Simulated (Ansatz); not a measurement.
## Bare NaCl nanocube (96 atoms): a short ab initio trajectory

Wanted: a short trajectory of bare NaCl nanocube (96 atoms) with its pair distributions.

Method: Kohn-Sham DFT, PBE, PAW (set soft_2), plane waves, in Ansatz 0.2.0.

## 1. The structure

The cell holds 96 atoms: 48 Cl and 48 Na. Its edges and angles: a = 18.460 Å, b = 18.460 Å, c = 24.100 Å, α = 90.0°, β = 90.0°, γ = 90.0°. It derives from NaCl (rock-salt). Block of 4 x 4 x 6 atoms cut along {100} from rock-salt NaCl (a = 5.64 Å), 10 Å of vacuum; minimised with a classical potential. Vacuum lies along a, b and c.

## 2. Single point at the start

A single point comes first, to see the forces before anything moves.

input.yaml reads:

```yaml
crystal:
  lattice:
    - [18.46, 0.0, 0.0]
    - [0.0, 18.46, 0.0]
    - [0.0, 0.0, 24.1]
  atoms:
    - { symbol: Cl, position: [0.26928, 0.26928, 0.33178] }
    - { symbol: Na, position: [0.28356, 0.28356, 0.22102] }
    - { symbol: Cl, position: [0.2678, 0.2678, 0.55685] }
    - { symbol: Na, position: [0.28132, 0.28132, 0.44412] }
    [... 86 atom lines left out ...]
    - { symbol: Na, position: [0.71644, 0.71644, 0.22102] }
    - { symbol: Cl, position: [0.73072, 0.73072, 0.33178] }
    - { symbol: Na, position: [0.71868, 0.71868, 0.44412] }
    - { symbol: Cl, position: [0.7322, 0.7322, 0.55685] }
    - { symbol: Na, position: [0.71833, 0.71833, 0.66973] }
    - { symbol: Cl, position: [0.72509, 0.72509, 0.78495] }
kpoints:
  mp_grid: { grid: [1, 1, 1] }
hamiltonian:
  xc: pbe
scf:
  occupations: { method: fermi_dirac, width: 0.05 }
output:
  forces: true
```

Started as:

```sh
ansatz run input.yaml --threads 8 --pin off --max-ram 15872MiB --backend cpu --events-out ev --progress --plain --runs-dir out
```

Elapsed: 41 s, on 8 threads of Arm Neoverse V1, shared host; peak memory 9.1 GiB; 5.4 min of CPU time.

Read from the output:

```yaml
free_energy: -123326.7555 eV
free_energy_per_atom: -1284.6537 eV/atom
scf_cycles: 7
r_m_s_force_component: 0.1518 eV/Å
longest_force: 0.3904 eV/Å
fermi_energy: -1.951 eV
```

The r.m.s. force component of 0.15 eV/Å sets the starting point.

Neighbours are counted within 3.38 Å (Cl-Na).

Length of the force by element and coordination:

| element | coordination | atoms | mean length of the force (eV/Å) | spread | least | most |
| --- | --- | --- | --- | --- | --- | --- |
| Cl | all | 48 | 0.231 | 0.0663 | 0.103 | 0.390 |
| Cl | 3 | 4 | 0.390 | 0 | 0.390 | 0.390 |
| Cl | 4 | 16 | 0.249 | 0.0142 | 0.239 | 0.274 |
| Cl | 5 | 20 | 0.228 | 0.0141 | 0.209 | 0.245 |
| Cl | 6 | 8 | 0.123 | 0.0198 | 0.103 | 0.143 |
| Na | all | 48 | 0.276 | 0.064 | 0.125 | 0.342 |
| Na | 3 | 4 | 0.125 | 0 | 0.125 | 0.125 |
| Na | 4 | 16 | 0.272 | 0.0353 | 0.212 | 0.297 |
| Na | 5 | 20 | 0.330 | 0.0101 | 0.320 | 0.342 |
| Na | 6 | 8 | 0.227 | 0.0269 | 0.200 | 0.254 |

## 3. Dynamics started at 400 K

A Langevin thermostat couples each atom to a heat bath, at the price of damped dynamics. The time step is 2.0 fs.

input.yaml, as its differences from that of step 2:

```diff
@@ -15 +15,8 @@
   forces: true
+md:
+  timestep: 2.0
+  n_steps: 80
+  ensemble: nvt_langevin
+  temperature: 400
+  initial_velocities: maxwell_boltzmann
+  seed: 8919
```

The job ended after 47 min (8 threads; peak memory 10 GiB).

The program notes that it switched symmetry off.

Rows from the run:

| time (fs) | T (K) | potential (meV/atom) |
| --- | --- | --- |
| 0.0 | 396 | 0.0 |
| 10.0 | 380 | 2.7 |
| 22.0 | 318 | 11.5 |
| 32.0 | 287 | 19.6 |
| 42.0 | 265 | 24.2 |
| 54.0 | 294 | 26.1 |
| 64.0 | 307 | 27.4 |
| 74.0 | 297 | 29.6 |
| 86.0 | 312 | 31.4 |
| 96.0 | 327 | 31.5 |
| 106.0 | 322 | 32.8 |
| 118.0 | 303 | 34.4 |
| 128.0 | 319 | 34.1 |
| 138.0 | 329 | 33.2 |
| 150.0 | 324 | 32.8 |
| 160.0 | 348 | 32.9 |

Mean square displacement from the first frame to the last: Cl 0.080 Å², Na 0.13 Å².

Table of mean square displacement by time lag:

| time lag (fs) | Cl (Å²) | Na (Å²) |
| --- | --- | --- |
| 2.0 | 8.4e-5 | 1.4e-4 |
| 4.0 | 3.3e-4 | 5.5e-4 |
| 8.0 | 0.00130 | 0.00216 |
| 10.0 | 0.00201 | 0.00334 |
| 18.0 | 0.00614 | 0.0102 |
| 20.0 | 0.00746 | 0.0124 |
| 24.0 | 0.0104 | 0.0173 |
| 28.0 | 0.0136 | 0.0227 |
| 30.0 | 0.0153 | 0.0256 |
| 34.0 | 0.0189 | 0.0317 |
| 36.0 | 0.0208 | 0.0348 |
| 44.0 | 0.0285 | 0.0478 |
| 46.0 | 0.0305 | 0.0511 |
| 50.0 | 0.0344 | 0.0577 |
| 54.0 | 0.0383 | 0.0643 |
| 56.0 | 0.0402 | 0.0675 |
| 60.0 | 0.0440 | 0.0739 |
| 62.0 | 0.0458 | 0.0770 |
| 70.0 | 0.0525 | 0.0885 |
| 72.0 | 0.0540 | 0.0912 |
| 76.0 | 0.0569 | 0.0961 |
| 80.0 | 0.0596 | 0.101 |

Over the second half of 160 fs the temperature averages 321 K with swings of 13 K r.m.s. From first frame to last Na has the largest mean square displacement, 0.13 Å² at the end; the farthest move is 0.91 Å. The mean temperature of 321 K lies well off the 400 K of the input, so the thermostat hasn't yet brought the run to equilibrium. The count of bonds goes from 224 in the first frame to 223 in the last, by one set of cutoffs: 1 pairs passed out of them and 0 came within. The run spans 0.16 ps, too short for its means to be equilibrium values.

## 4. Local order late in the run

The g(r) is a mean over the second half; what follows it is taken at the last frame.

Bonds before and after, by the cutoffs listed below:

| pair | bonds before | bonds after | mean before (Å) | mean after (Å) | spread before (Å) | spread after (Å) |
| --- | --- | --- | --- | --- | --- | --- |
| Cl-Na | 224 | 223 | 2.779 | 2.842 | 0.085 | 0.190 |

Mean of 15 frames; normalised to the volume that the atoms fill. g(r), total and by pair (bins of 0.1 Å):

| r (Å) | total | Cl-Cl | Cl-Na | Na-Na |
| --- | --- | --- | --- | --- |
| 2.35 | 0.00 | 0.00 | 0.00 | 0.00 |
| 2.45 | 0.12 | 0.00 | 0.25 | 0.00 |
| 2.55 | 0.81 | 0.00 | 1.61 | 0.00 |
| 2.65 | 2.08 | 0.00 | 4.16 | 0.00 |
| 2.75 | 2.64 | 0.00 | 5.29 | 0.00 |
| 2.85 | 2.14 | 0.00 | 4.28 | 0.00 |
| 2.95 | 1.11 | 0.00 | 2.23 | 0.00 |
| 3.05 | 0.64 | 0.00 | 1.27 | 0.00 |
| 3.15 | 0.34 | 0.00 | 0.66 | 0.06 |
| 3.25 | 0.19 | 0.00 | 0.32 | 0.12 |
| 3.35 | 0.13 | 0.00 | 0.12 | 0.28 |
| 3.45 | 0.14 | 0.05 | 0.10 | 0.33 |
| 3.55 | 0.27 | 0.12 | 0.05 | 0.86 |
| 3.65 | 0.49 | 0.63 | 0.02 | 1.29 |
| 3.75 | 0.87 | 1.10 | 0.00 | 2.40 |
| 3.85 | 1.17 | 1.99 | 0.00 | 2.68 |
| 3.95 | 1.32 | 3.29 | 0.01 | 1.97 |
| 4.05 | 1.29 | 2.96 | 0.02 | 2.17 |
| 4.15 | 1.00 | 2.38 | 0.04 | 1.55 |
| 4.25 | 0.74 | 1.76 | 0.04 | 1.12 |
| 4.35 | 0.36 | 0.63 | 0.08 | 0.65 |
| 4.45 | 0.24 | 0.35 | 0.09 | 0.44 |
| 4.55 | 0.20 | 0.07 | 0.31 | 0.10 |
| 4.65 | 0.35 | 0.05 | 0.65 | 0.08 |
| 4.75 | 0.38 | 0.00 | 0.74 | 0.03 |
| 4.85 | 0.45 | 0.00 | 0.89 | 0.03 |
| 4.95 | 0.43 | 0.00 | 0.87 | 0.00 |
| 5.05 | 0.38 | 0.00 | 0.74 | 0.05 |
| 5.15 | 0.21 | 0.03 | 0.35 | 0.10 |
| 5.25 | 0.23 | 0.14 | 0.25 | 0.26 |
| 5.35 | 0.31 | 0.43 | 0.17 | 0.48 |
| 5.45 | 0.33 | 0.52 | 0.08 | 0.65 |
| 5.55 | 0.41 | 0.75 | 0.07 | 0.75 |
| 5.65 | 0.29 | 0.52 | 0.09 | 0.46 |
| 5.75 | 0.26 | 0.39 | 0.16 | 0.33 |
| 5.85 | 0.32 | 0.40 | 0.32 | 0.24 |
| 5.95 | 0.43 | 0.25 | 0.64 | 0.18 |
| 6.05 | 0.58 | 0.12 | 1.06 | 0.10 |
| 6.15 | 0.64 | 0.04 | 1.20 | 0.12 |
| 6.25 | 0.78 | 0.02 | 1.47 | 0.16 |
| 6.35 | 0.67 | 0.01 | 1.25 | 0.17 |
| 6.45 | 0.61 | 0.12 | 1.05 | 0.23 |
| 6.55 | 0.55 | 0.20 | 0.77 | 0.44 |
| 6.65 | 0.51 | 0.44 | 0.46 | 0.67 |

Bonds by pair of elements; cutoffs follow the first minimum of g(r), held within bounds set by covalent radii, and pairs that aren't listed don't count as bonded:

| pair A-B | cutoff (Å) | bonds | mean length (Å) | spread (Å) | shortest (Å) | B about A | A about B |
| --- | --- | --- | --- | --- | --- | --- | --- |
| Cl-Na | 3.56 | 223 | 2.84 | 0.19 | 2.48 | 4.65 | 4.65 |

How many atoms have how many bonded neighbours:

| element | mean | 3 | 4 | 5 | 6 |
| --- | --- | --- | --- | --- | --- |
| Cl | 4.65 | 4 | 16 | 21 | 7 |
| Na | 4.65 | 4 | 17 | 19 | 8 |

Bond angles, per cent of each kind in bins of 5°:

| angle (°) | Cl-Na-Cl | Na-Cl-Na |
| --- | --- | --- |
| 70–75 | 0.0 | 0.5 |
| 75–80 | 1.4 | 5.7 |
| 80–85 | 10.6 | 16.8 |
| 85–90 | 21.9 | 26.7 |
| 90–95 | 25.7 | 21.5 |
| 95–100 | 14.2 | 7.6 |
| 100–105 | 5.2 | 2.4 |
| 105–110 | 1.9 | 0.2 |
| 110–115 | 0.0 | 0.0 |
| 115–120 | 0.2 | 0.0 |
| 120–125 | 0.0 | 0.0 |
| 125–130 | 0.0 | 0.0 |
| 130–135 | 0.0 | 0.0 |
| 135–140 | 0.0 | 0.0 |
| 140–145 | 0.0 | 0.0 |
| 145–150 | 0.0 | 0.0 |
| 150–155 | 0.2 | 0.0 |
| 155–160 | 0.7 | 0.9 |
| 160–165 | 1.9 | 4.5 |
| 165–170 | 5.9 | 4.7 |
| 170–175 | 7.1 | 5.4 |
| 175–180 | 3.1 | 3.1 |

Bond angles (no mean is given where the spread exceeds 20°):

| angle | count | mean (°) | spread (°) |
| --- | --- | --- | --- |
| Cl-Na-Cl | 424 | - | - |
| Na-Cl-Na | 423 | - | - |

Bond length by coordination (bonds to H left out):

| element | coordination | atoms | mean bond length (Å) |
| --- | --- | --- | --- |
| Cl | 3 | 4 | 2.73 |
| Cl | 4 | 16 | 2.86 |
| Cl | 5 | 21 | 2.84 |
| Cl | 6 | 7 | 2.86 |
| Na | 3 | 4 | 2.74 |
| Na | 4 | 17 | 2.77 |
| Na | 5 | 19 | 2.87 |
| Na | 6 | 8 | 2.92 |

For some of the pairs, g(r) has its first main peak near 4.03 Å (Cl-Cl), 2.73 Å (Cl-Na) and 3.84 Å (Na-Na). Counting bonds as in the table, 44 % of Cl atoms have 5 and 40 % of Na atoms have 5 bonded neighbours. Bonds at Na atoms with 3 neighbours average 2.74 Å, against 2.92 Å at those with 6.

## 5. Single point at the last frame

The last frame is solved again with fuller output, to read the electronic structure of a thermally displaced geometry.

input.yaml reads:

```yaml
crystal:
  lattice:
    - [18.46, 0.0, 0.0]
    - [0.0, 18.46, 0.0]
    - [0.0, 0.0, 24.1]
  atoms:
    - { symbol: Cl, position: [0.26599, 0.25495, 0.33071] }
    - { symbol: Na, position: [0.29029, 0.27952, 0.22596] }
    - { symbol: Cl, position: [0.2724, 0.26944, 0.56224] }
    - { symbol: Na, position: [0.26943, 0.25859, 0.44342] }
    [... 86 atom lines left out ...]
    - { symbol: Na, position: [0.71476, 0.72189, 0.21738] }
    - { symbol: Cl, position: [0.72359, 0.73672, 0.33415] }
    - { symbol: Na, position: [0.7076, 0.72068, 0.44919] }
    - { symbol: Cl, position: [0.74317, 0.72863, 0.56568] }
    - { symbol: Na, position: [0.72542, 0.72463, 0.6737] }
    - { symbol: Cl, position: [0.72417, 0.74056, 0.79063] }
kpoints:
  mp_grid: { grid: [1, 1, 1] }
hamiltonian:
  xc: pbe
scf:
  occupations: { method: fermi_dirac, width: 0.05 }
output:
  forces: true
  populations: true
  dos:
    method: { smearing: { sigma: 0.08 } }
    de: 0.1
    projected: { site_lists: { Cl: [Cl], Na: [Na] } }
  eigenvalues: true
  write_density: true
  write_potential: true
  volumetric_format: npy
  elf: true
```

The job ended after 85 s (8 threads; peak memory 9.3 GiB).

The program notes that the exchange-correlation potential is rough where the density is thin.

The run gave:

```yaml
free_energy: -123323.6015 eV
free_energy_per_atom: -1284.6208 eV/atom
scf_cycles: 7
r_m_s_force_component: 0.2313 eV/Å
longest_force: 0.89 eV/Å
fermi_energy: -1.894 eV
spacing_of_highest_filled_and_lowest_empty_level: 4.17 eV
spilling_of_the_projection: 0.002587
```

Neighbours are counted within 3.56 Å (Cl-Na), the cutoffs taken from the dynamics.

Length of the force by element and coordination:

| element | coordination | atoms | mean length of the force (eV/Å) | spread | least | most |
| --- | --- | --- | --- | --- | --- | --- |
| Cl | all | 48 | 0.365 | 0.125 | 0.140 | 0.788 |
| Cl | 3 | 4 | 0.358 | 0.0894 | 0.210 | 0.445 |
| Cl | 4 | 16 | 0.309 | 0.0953 | 0.140 | 0.437 |
| Cl | 5 | 21 | 0.373 | 0.114 | 0.140 | 0.654 |
| Cl | 6 | 7 | 0.472 | 0.152 | 0.287 | 0.788 |
| Na | all | 48 | 0.381 | 0.165 | 0.0953 | 0.89 |
| Na | 3 | 4 | 0.397 | 0.0936 | 0.260 | 0.484 |
| Na | 4 | 17 | 0.354 | 0.152 | 0.0953 | 0.791 |
| Na | 5 | 19 | 0.399 | 0.140 | 0.221 | 0.737 |
| Na | 6 | 8 | 0.388 | 0.246 | 0.140 | 0.89 |

Löwdin charges by element and coordination (they lack the spilled electrons, 0.021 e an atom on average):

| element | coordination | atoms | mean charge (e) | spread | least | most |
| --- | --- | --- | --- | --- | --- | --- |
| Cl | all | 48 | -0.703 | 0.0172 | -0.734 | -0.672 |
| Cl | 3 | 4 | -0.730 | 0.0026 | -0.734 | -0.727 |
| Cl | 4 | 16 | -0.718 | 0.0049 | -0.727 | -0.708 |
| Cl | 5 | 21 | -0.697 | 0.0058 | -0.707 | -0.677 |
| Cl | 6 | 7 | -0.675 | 0.0022 | -0.678 | -0.672 |
| Na | all | 48 | 0.745 | 0.0281 | 0.695 | 0.804 |
| Na | 3 | 4 | 0.799 | 0.0048 | 0.791 | 0.804 |
| Na | 4 | 17 | 0.764 | 0.0063 | 0.753 | 0.779 |
| Na | 5 | 19 | 0.736 | 0.0067 | 0.724 | 0.747 |
| Na | 6 | 8 | 0.699 | 0.0042 | 0.695 | 0.707 |

Density of states as counts of states in windows of 1 eV (from the Fermi level), total and the larger projections:

| from (eV) | to (eV) | total | Cl p | Na s | Cl s |
| --- | --- | --- | --- | --- | --- |
| -18 | -16 | 0.0 | 0.0 | 0.0 | 0.0 |
| -16 | -15 | 36.7 | 0.0 | 2.2 | 34.4 |
| -15 | -14 | 55.8 | 0.0 | 2.1 | 53.5 |
| -14 | -13 | 3.5 | 0.0 | 0.1 | 3.4 |
| -13 | -5 | 0.0 | 0.0 | 0.0 | 0.0 |
| -5 | -4 | 46.5 | 42.5 | 3.5 | 0.2 |
| -4 | -3 | 144.1 | 139.2 | 3.5 | 0.2 |
| -3 | -2 | 97.2 | 95.6 | 0.9 | 0.1 |
| -2 | -1 | 0.1 | 0.1 | 0.0 | 0.0 |
| -1 | 1 | 0.0 | 0.0 | 0.0 | 0.0 |
| 1 | 2 | 0.1 | 0.0 | 0.1 | 0.0 |
| 2 | 3 | 16.1 | 0.8 | 11.9 | 1.3 |
| 3 | 4 | 41.6 | 2.4 | 24.6 | 1.3 |
| 4 | 5 | 85.6 | 2.4 | 26.0 | 0.7 |

The curve was stored every 0.10 eV, coarse against its broadening of 0.08 eV, so these counts are rough.

Between -26 and -18 eV lie 288 more states.

The stored curve holds about 672 of the 768 electrons; the rest, give or take the few that broadening carries across the Fermi level, lie in deeper levels below its range.

The levels nearest the highest filled one (over half full), pooled over k-points and spins:

| level less the highest filled one (eV) | occupation |
| --- | --- |
| -0.28 | 2 |
| -0.275 | 2 |
| -0.223 | 2 |
| -0.197 | 2 |
| -0.0752 | 2 |
| 0 | 2 |
| 4.17 | 0 |
| 4.49 | 0 |
| 4.55 | 0 |
| 4.69 | 0 |
| 4.83 | 0 |
| 4.88 | 0 |

Mean Löwdin charges: Cl -0.70, Na +0.74 e. The largest share in the top eV of filled states is Cl p (99 % of the projected weight), and in the lowest eV of empty states Na s (85 % of the projected weight).

## 6. Summary of results

```json
{"mean temperature, second half": "320.9 K", "temperature swing, second half": "13.31 K", "free energy per atom": "-1284.6208 eV/atom", "r.m.s. force component": "0.2313 eV/Å", "gap (highest filled to lowest empty level)": "4.17 eV", "wall time of the 3 DFT runs": "49 min"}
```

Over the second half of 160 fs the temperature averages 321 K with swings of 13 K r.m.s. The mean temperature of 321 K lies well off the 400 K of the input, so the thermostat hasn't yet brought the run to equilibrium. The count of bonds goes from 224 in the first frame to 223 in the last, by one set of cutoffs: 1 pairs passed out of them and 0 came within. The run spans 0.16 ps, too short for its means to be equilibrium values. Counting bonds as in the table, 44 % of Cl atoms have 5 and 40 % of Na atoms have 5 bonded neighbours. Filled and empty levels are parted by 4.17 eV (at Γ alone); a semilocal functional tends to put such gaps too low.

What to keep in mind: The name gives the shape as built, which the classical minimisation can have changed.

[Logs are printed without paths, hosts, clocks, repeated set-up lines and the standing remarks that a program may print on its own settings, such as how far it seeks lower states.]

[Hosts, paths, dates, database ids (printed as entryN), source tags and the programs' standing remarks are cut or masked in the printed files.]
